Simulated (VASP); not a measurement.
# KI (Cmcm) in VASP: settings compared

One crystal, KI, is run at these levels: LDA, BLYP; tasks: single point.

Everything below comes from runs of VASP 6.6.1. Logs are shortened: lines on timing, memory, paths and dates and some standing lists are left out, and cuts for length are marked.

**1. The crystal as given**

Symmetry: Cmcm, No. 63, orthorhombic system. The conventional cell has a = 5.025 Å, b = 8.510 Å, c = 8.677 Å, α = 90.00°, β = 90.00°, γ = 90.00°. K (site symmetry 2/m) has 6 I at 3.59 to 3.62 Å as nearest neighbours. I (site symmetry m2m) has 6 K at 3.59 to 3.62 Å as nearest neighbours.

The cell comes from a database or a generator and needn't be the stable form of this composition.

**2. Single point, LDA**

INCAR reads:

```
SYSTEM = KI
  PREC = Accurate
  ENCUT = 520
  EDIFF = 1E-6
  ISMEAR = 0
  SIGMA = 0.01
  LREAL = .False.
  LASPH = .True.
  NELM = 100
  ALGO = Normal
  ISIF = 2
  LWAVE = .False.
  LCHARG = .False.
  GGA = CA
  NBANDS = 24
```

KPOINTS reads:

```
regular mesh
0
Gamma
  5 5 3
  0 0 0
```

POSCAR reads:

```
KI
1.0
    2.5126600000     -4.2552270000      0.0000000000
    2.5126600000      4.2552270000      0.0000000000
    0.0000000000      0.0000000000      8.6765890000
K I
2 2
Direct
    0.5000000000      0.5000000000      0.5000000000
    0.5000000000      0.5000000000      0.0000000000
    0.8402300000      0.1597700000      0.2500000000
    0.1597700000      0.8402300000      0.7500000000
```

Potentials or basis: VASP PAW LDA potentials, release 64 (K_sv, I).

Launch:

```sh
> cat potpaw_LDA.64/K_sv/POTCAR potpaw_LDA.64/I/POTCAR > POTCAR
> mpirun -np 1 vasp_std > vasp.out
```

OUTCAR:

```text
SYSTEM = KI
   PREC = Accurate
   ENCUT = 520
   EDIFF = 1E-6
   ISMEAR = 0
   LREAL = .False.
   LASPH = .True.
   NELM = 100
   ISIF = 2
   GGA = CA

 ion  position               nearest neighbor table
   1  0.500  0.500  0.500-   4 3.59   3 3.59   4 3.59   3 3.59   3 3.62   4 3.62
   2  0.500  0.500  0.000-   4 3.59   3 3.59   4 3.59   3 3.59   3 3.62   4 3.62
   3  0.840  0.160  0.250-   1 3.59   2 3.59   1 3.59   2 3.59   1 3.62   2 3.62
   4  0.160  0.840  0.750-   1 3.59   2 3.59   1 3.59   2 3.59   1 3.62   2 3.62

  LATTYP: Found a base centered orthorhombic cell.
 ALAT       =     5.0253200000
 B/A-ratio  =     1.6935148408
 C/A-ratio  =     1.7265744271

  Lattice vectors:

 A1 = (   2.5126600000,  -4.2552270000,   0.0000000000)
 A2 = (   2.5126600000,   4.2552270000,   0.0000000000)
 A3 = (   0.0000000000,   0.0000000000,   8.6765890000)

Analysis of symmetry for initial positions (statically):
=====================================================================
 Subroutine PRICEL returns:
 Original cell was already a primitive cell.

 Routine SETGRP: Setting up the symmetry group for a
 base centered orthorhombic supercell.

 Subroutine GETGRP returns: Found  8 space group operations
 (whereof  4 operations were pure point group operations)
 out of a pool of  8 trial point group operations.

The static configuration has the point symmetry C_2h.
 The point group associated with its full space group is D_2h.

Analysis of symmetry for dynamics (positions and initial velocities):
=====================================================================
 Subroutine PRICEL returns:
 Original cell was already a primitive cell.

 Routine SETGRP: Setting up the symmetry group for a
 base centered orthorhombic supercell.

 Subroutine GETGRP returns: Found  8 space group operations
 (whereof  4 operations were pure point group operations)
 out of a pool of  8 trial point group operations.

The dynamic configuration has the point symmetry C_2h.
 The point group associated with its full space group is D_2h.

 Subroutine INISYM returns: Found  8 space group operations
 (whereof  4 operations are pure point group operations),
 and found     1 'primitive' translations

----------------------------------------------------------------------------------------

                                     Primitive cell

  volume of cell :     185.5391

  direct lattice vectors                    reciprocal lattice vectors
     2.512660000 -4.255227000  0.000000000     0.198992303 -0.117502545  0.000000000
     2.512660000  4.255227000  0.000000000     0.198992303  0.117502545  0.000000000
     0.000000000  0.000000000  8.676589000     0.000000000  0.000000000  0.115252664

  length of vectors
     4.941701842  4.941701842  8.676589000     0.231094752  0.231094752  0.115252664

  position of ions in fractional coordinates (direct lattice)
     0.500000000  0.500000000  0.500000000
     0.500000000  0.500000000  0.000000000
     0.840230000  0.159770000  0.250000000
     0.159770000  0.840230000  0.750000000

  ion indices of the primitive-cell ions
   primitive index   ion index
                 1           1
                 2           2
                 3           3
                 4           4

----------------------------------------------------------------------------------------

 KPOINTS: regular mesh

Automatic generation of k-mesh.
 Grid dimensions read from file:
 generate k-points for:    5    5    3

 Generating k-lattice:

  Cartesian coordinates                     Fractional coordinates (reciprocal lattice)
     0.039798461 -0.023500509  0.000000000     0.200000000  0.000000000  0.000000000
     0.039798461  0.023500509  0.000000000     0.000000000  0.200000000  0.000000000
     0.000000000  0.000000000  0.038417555     0.000000000  0.000000000  0.333333333

  Length of vectors
     0.046218950  0.046218950  0.038417555

  Shift w.r.t. Gamma in fractional coordinates (k-lattice)
     0.000000000  0.000000000  0.000000000

 Subroutine IBZKPT returns following result:
 ===========================================

 Found     18 irreducible k-points:

 Following reciprocal coordinates:
            Coordinates               Weight
  0.000000  0.000000  0.000000      1.000000
  0.200000 -0.000000  0.000000      4.000000
  0.400000 -0.000000  0.000000      4.000000
  0.200000  0.200000  0.000000      2.000000
  0.400000  0.200000  0.000000      4.000000
 -0.400000  0.200000  0.000000      4.000000
[... 10 lines left out ...]
  0.400000  0.400000  0.333333      4.000000
 -0.400000  0.400000  0.333333      4.000000
   k-points           NKPTS =     18   k-points in BZ     NKDIM =     18   number of bands    NBANDS=     24
   number of dos      NEDOS =    301   number of ions     NIONS =      4
   total plane-waves  NPLWV = 112000
   dimension x,y,z NGX =    40 NGY =   40 NGZ =   70
   dimension x,y,z NGXF=    80 NGYF=   80 NGZF=  140
   ions per type =               2   2
   NGX,Y,Z   is equivalent  to a cutoff of  13.46, 13.46, 13.41 a.u.
   NGXF,Y,Z  is equivalent  to a cutoff of  26.91, 26.91, 26.82 a.u.
 SYSTEM =  KI
   PREC   = accura    normal or accurate (medium, high low for compatibility)
   ISTART =      0    job   : 0-new  1-cont  2-samecut
   ICHARG =      2    charge: 1-file 2-atom 10-const
   ISPIN  =      1    spin polarized calculation?
   LNONCOLLINEAR =      F non collinear calculations
   LSORBIT =      F    spin-orbit coupling
   LASPH  =      T    aspherical Exc in radial PAW
   ENCUT  =  520.0 eV  38.22 Ry    6.18 a.u.   9.19  9.19 16.13*2*pi/ulx,y,z
   NELM   =    100;   NELMIN=  2; NELMDL= -5     # of ELM steps
   EDIFF  = 0.1E-05   stopping-criterion for ELM
   LREAL  =      F    real-space projection
   EDIFFG = 0.1E-04   stopping-criterion for IOM
   NSW    =      0    number of steps for IOM
   IBRION =     -1    ionic relax: 0-MD 1-quasi-New 2-CG
   NFREE  =      0    steps in history (QN), initial steepest desc. (CG)
   ISIF   =      2    stress and relaxation
   ISYM   =      2    0-nonsym 1-usesym 2-fastsym
   POTIM  = 0.5000    time-step for ionic-motion
   TEBEG  =    0.0;   TEEND  =   0.0 temperature during run
   PSTRESS=    0.0 pullay stress
   NELECT =      32.0000    total number of electrons
   NUPDOWN=      -1.0000    fix difference up-down
   EMIN   =  10.00;   EMAX   =-10.00  energy-range for DOS
   EFERMI =   0.00;   METHOD = LEGACY
   ISMEAR =     0;   SIGMA  =   0.01  broadening in eV -4-tet -1-fermi 0-gaus
   EFERMI_NEDOS =   21; number of points for ismear=-14 and -15
   IALGO  =     38    algorithm
   IMIX   =      4    mixing-type and parameters
     AMIX     =   0.40;   BMIX     =  1.00
     AMIX_MAG =   1.60;   BMIX_MAG =  1.00
  volume/ion in A,a.u.               =      46.38       313.02
  Fermi-wavevector in a.u.,A,eV,Ry     =   0.911268  1.722048 11.298416  0.830410
  Thomas-Fermi vector in A             =   2.035528
   LORBIT       =      0    0 simple, 1 ext, 2 COOP (PROOUT), +10 PAW based schemes
   GGA     = CA    functional components
   LHFCALC =     F    Hartree Fock is set to
   AEXX    =    0.0000 exact exchange contribution
   IVDW    =     0    specifies the selected vdW correction
   LEPSILON=     F    determine dielectric tensor
   LRPA    =     F    only Hartree local field effects (RPA)
 non-spin polarized calculation
 Gauss-broadening in eV      SIGMA  =   0.01
  energy-cutoff  :      520.00
  volume of cell :      185.54
 maximum number of plane-waves:      5015
 NGX is ok and might be reduce to    40
   NGX = 19   NGY = 19   NGZ = 33

 number of electron      31.9999999 magnetization

 Free energy of the ion-electron system (eV)
  ---------------------------------------------------
  ext. energy  EPLUGINS =         0.00000000
  ---------------------------------------------------
  free energy    TOTEN  =       -12.09877488 eV

  energy without entropy =      -12.09877488  energy(sigma->0) =      -12.09877488

 E-fermi :  -0.7292     XC(G=0):  -7.4258

 val. band max:       -0.7796270612   @ k =   0.0000   0.0000   0.0000
 cond. band min:       2.6185821905   @ k =   0.0000   0.0000   0.0000
 fundamental gap:      3.3982092517
 Fermi energy:        -0.7292424851

 k-point     1 :       0.0000    0.0000    0.0000
  band No.  band energies     occupation
      1     -29.1592      2.00000
      2     -29.1546      2.00000
      3     -13.0370      2.00000
      4     -12.8784      2.00000
      5     -12.8765      2.00000
      6     -12.8672      2.00000
[... 16 lines left out ...]
     23       5.9049      0.00000
     24       6.4172      0.00000

 k-point     2 :       0.2000   -0.0000    0.0000
  band No.  band energies     occupation
      1     -29.1586      2.00000
      2     -29.1541      2.00000
      3     -13.0093      2.00000
      4     -12.9174      2.00000
      5     -12.8814      2.00000
      6     -12.8786      2.00000
[... 16 lines left out ...]
     23       6.2234      0.00000
     24       6.2408      0.00000

 k-point     3 :       0.4000   -0.0000    0.0000
  band No.  band energies     occupation
      1     -29.1578      2.00000
      2     -29.1534      2.00000
      3     -12.9919      2.00000
      4     -12.9464      2.00000
      5     -12.9001      2.00000
      6     -12.8872      2.00000
[... 16 lines left out ...]
     23       6.8421      0.00000
     24       7.2661      0.00000
[... 352 lines left out ...]
 k-point    17 :       0.4000    0.4000    0.3333
  band No.  band energies     occupation
      1     -29.1563      2.00000
      2     -29.1541      2.00000
      3     -12.9598      2.00000
      4     -12.9283      2.00000
      5     -12.9172      2.00000
      6     -12.8984      2.00000
[... 16 lines left out ...]
     23       6.7509      0.00000
     24       6.8210      0.00000

 k-point    18 :      -0.4000    0.4000    0.3333
  band No.  band energies     occupation
      1     -29.1565      2.00000
      2     -29.1543      2.00000
      3     -12.9703      2.00000
      4     -12.9327      2.00000
      5     -12.9132      2.00000
      6     -12.8834      2.00000
[... 16 lines left out ...]
     23       6.7720      0.00000
     24       7.0161      0.00000

------------------------ aborting loop because EDIFF is reached ----------------------------------------

  FORCE on cell =-STRESS in cart. coord.  units (eV):
  Direction    XX          YY          ZZ          XY          YZ          ZX
  --------------------------------------------------------------------------------------
  -------------------------------------------------------------------------------------
  Total       -1.9562256     -1.8362006     -1.9832799      0.0000000      0.0000000      0.0000000
  in kB      -16.8925043    -15.8560576    -17.1261248      0.0000000      0.0000000      0.0000000
  external PRESSURE =     -16.6248956 kB  Pullay stress =       0.0000000 kB

 VOLUME and BASIS-vectors are now :
 -----------------------------------------------------------------------------
  energy-cutoff  :      520.00
  volume of cell :      185.54
      direct lattice vectors                 reciprocal lattice vectors
     2.512660000 -4.255227000  0.000000000     0.198992303 -0.117502545  0.000000000
     2.512660000  4.255227000  0.000000000     0.198992303  0.117502545  0.000000000
     0.000000000  0.000000000  8.676589000     0.000000000  0.000000000  0.115252664

 POSITION                                       TOTAL-FORCE (eV/Angst)
 -----------------------------------------------------------------------------------
      2.51266      0.00000      4.33829         0.000000     -0.000000     -0.000000
      2.51266      0.00000      0.00000        -0.000000     -0.000000     -0.000000
      2.51266     -2.89551      2.16915        -0.000000      0.029485      0.000000
      2.51266      2.89551      6.50744        -0.000000     -0.029485     -0.000000
 -----------------------------------------------------------------------------------
    total drift:                               -0.000000      0.000000     -0.000000

  FREE ENERGIE OF THE ION-ELECTRON SYSTEM (eV)
  ---------------------------------------------------
  free  energy   TOTEN  =       -12.0987748817 eV

  energy  without entropy=      -12.0987748817  energy(sigma->0) =      -12.09877488
```

It took 65 s on 1 thread of Intel Xeon Platinum 8259CL at 2.50GHz (Skylake/Cascade Lake), shared host; peak memory 0.29 GiB.

What came out:

* Free energy: -12.0988 eV
* Pressure: -1.7 GPa
* Largest force: 0.029 eV/Å
* Band gap on the k mesh: 3.40 eV, direct

Forces on the atoms (eV/Å):
```
K    0.000  0.000  0.000
K    0.000  0.000  0.000
I    0.000  0.029  0.000
I    0.000 -0.029  0.000
```

Levels at points of the mesh, in eV from the valence-band top:
| k point | band 12 | band 13 | band 14 | band 15 | band 16 | band 17 | band 18 | band 19 | band 20 | band 21 |
| --- | --- | --- | --- | --- | --- | --- | --- | --- | --- | --- |
| (0.00, 0.00, 0.00) | -0.32 | -0.26 | -0.21 | -0.06 | 0.00 | 3.40 | 5.18 | 5.45 | 6.39 | 6.55 |

Caveat: spin-orbit coupling is left out, which moves the levels of the heavy elements.

**3. Single point, BLYP**

INCAR reads:

```
PREC = Accurate
ENCUT = 520
EDIFF = 1E-7
ISMEAR = 0
SIGMA = 0.01
LREAL = False
LASPH = True
NELM = 100
ALGO = Normal
ISIF = 2
LWAVE = False
LCHARG = False
GGA = B5
ALDAX = 1.0
AGGAX = 1.0
AGGAC = 1.0
ALDAC = 0.0
NBANDS = 24
```

KPOINTS reads:

```
Automatic mesh
0
Gamma
  5 5 3
```

POSCAR is that of step 2.

Potentials or basis: VASP PAW PBE potentials, release 64 (K_sv, I).

Launch:

```sh
> cat potpaw_PBE.64/K_sv/POTCAR potpaw_PBE.64/I/POTCAR > POTCAR
> mpirun -np 1 vasp_std > vasp.out
```

OUTCAR:

```text
PREC = Accurate
   ENCUT = 520
   EDIFF = 1E-7
   ISMEAR = 0
   LREAL = False
   LASPH = True
   NELM = 100
   ISIF = 2
   GGA = B5

 ion  position               nearest neighbor table
   1  0.500  0.500  0.500-   4 3.59   3 3.59   4 3.59   3 3.59   3 3.62   4 3.62
   2  0.500  0.500  0.000-   4 3.59   3 3.59   4 3.59   3 3.59   3 3.62   4 3.62
   3  0.840  0.160  0.250-   1 3.59   2 3.59   1 3.59   2 3.59   1 3.62   2 3.62
   4  0.160  0.840  0.750-   1 3.59   2 3.59   1 3.59   2 3.59   1 3.62   2 3.62

  LATTYP: Found a base centered orthorhombic cell.
 ALAT       =     5.0253200000
 B/A-ratio  =     1.6935148408
 C/A-ratio  =     1.7265744271

  Lattice vectors:

 A1 = (   2.5126600000,  -4.2552270000,   0.0000000000)
 A2 = (   2.5126600000,   4.2552270000,   0.0000000000)
 A3 = (   0.0000000000,   0.0000000000,   8.6765890000)

Analysis of symmetry for initial positions (statically):
=====================================================================
 Subroutine PRICEL returns:
 Original cell was already a primitive cell.

[... 167 lines left out ...]

  energy without entropy =      -10.11311204  energy(sigma->0) =      -10.11311204

 E-fermi :  -0.1909     XC(G=0):  -6.6352

 val. band max:       -0.2352505249   @ k =   0.0000   0.0000   0.0000
 cond. band min:       3.5313244490   @ k =   0.0000   0.0000   0.0000
 fundamental gap:      3.7665749739
 Fermi energy:        -0.1908808014

 k-point     1 :       0.0000    0.0000    0.0000
  band No.  band energies     occupation
      1     -29.0312      2.00000
      2     -29.0271      2.00000
      3     -12.7218      2.00000
      4     -12.5915      2.00000
      5     -12.5879      2.00000
      6     -12.5813      2.00000
[... 475 lines left out ...]
     23       7.5758      0.00000
     24       7.6554      0.00000

------------------------ aborting loop because EDIFF is reached ----------------------------------------

  FORCE on cell =-STRESS in cart. coord.  units (eV):
  Direction    XX          YY          ZZ          XY          YZ          ZX
  --------------------------------------------------------------------------------------
  -------------------------------------------------------------------------------------
  Total        0.7936791      0.8472453      0.8071238      0.0000000     -0.0000000      0.0000000
  in kB        6.8536206      7.3161785      6.9697188      0.0000000     -0.0000000      0.0000000
  external PRESSURE =       7.0465060 kB  Pullay stress =       0.0000000 kB

 VOLUME and BASIS-vectors are now :
 -----------------------------------------------------------------------------
  energy-cutoff  :      520.00
  volume of cell :      185.54
      direct lattice vectors                 reciprocal lattice vectors
     2.512660000 -4.255227000  0.000000000     0.198992303 -0.117502545  0.000000000
     2.512660000  4.255227000  0.000000000     0.198992303  0.117502545  0.000000000
     0.000000000  0.000000000  8.676589000     0.000000000  0.000000000  0.115252664

 POSITION                                       TOTAL-FORCE (eV/Angst)
 -----------------------------------------------------------------------------------
      2.51266      0.00000      4.33829        -0.000000     -0.000000      0.000000
      2.51266      0.00000      0.00000         0.000000     -0.000000      0.000000
      2.51266     -2.89551      2.16915         0.000000      0.035498      0.000000
      2.51266      2.89551      6.50744         0.000000     -0.035498     -0.000000
 -----------------------------------------------------------------------------------
    total drift:                               -0.000000      0.000000     -0.000000

  FREE ENERGIE OF THE ION-ELECTRON SYSTEM (eV)
  ---------------------------------------------------
  free  energy   TOTEN  =       -10.1131120404 eV

  energy  without entropy=      -10.1131120404  energy(sigma->0) =      -10.11311204
```

stdout:

```text
POSCAR found type information on POSCAR K I
 POSCAR found :  2 types and       4 ions
 scaLAPACK will be used
 -----------------------------------------------------------------------------
|                                                                             |
|                                                                             |
|     You enforced a specific xc type in the INCAR file but a different       |
|     I HOPE YOU KNOW WHAT YOU ARE DOING!                                     |
|                                                                             |
 -----------------------------------------------------------------------------

 LDA part: xc-table for (Slater(with rela. corr.)+VWN5), standard interpolation
 POSCAR, INCAR and KPOINTS ok, starting setup
 FFT: planning ... GRIDC
 FFT: planning ... GRID_SOFT
 FFT: planning ... GRID
 WAVECAR not read
 entering main loop
```

It took 2.1 min on 1 thread of Intel Xeon Platinum 8259CL at 2.50GHz (Skylake/Cascade Lake), shared host; peak memory 0.33 GiB.

Results:

- Free energy: -10.1131 eV
- Pressure: 0.7 GPa
- Largest force: 0.035 eV/Å
- Band gap on the k mesh: 3.77 eV, direct

Forces on the atoms (eV/Å):
```
K    0.000  0.000  0.000
K    0.000  0.000  0.000
I    0.000  0.035  0.000
I    0.000 -0.035  0.000
```

Levels at points of the mesh, in eV from the valence-band top:
```csv
k point,band 12,band 13,band 14,band 15,band 16,band 17,band 18,band 19,band 20,band 21
"(0.00, 0.00, 0.00)",-0.31,-0.25,-0.20,-0.06,0.00,3.77,5.54,5.68,6.54,6.68
```

Caveat: the PAW data sets were made with another functional, which shifts forces and pressure a little; spin-orbit coupling is left out, which moves the levels of the heavy elements.
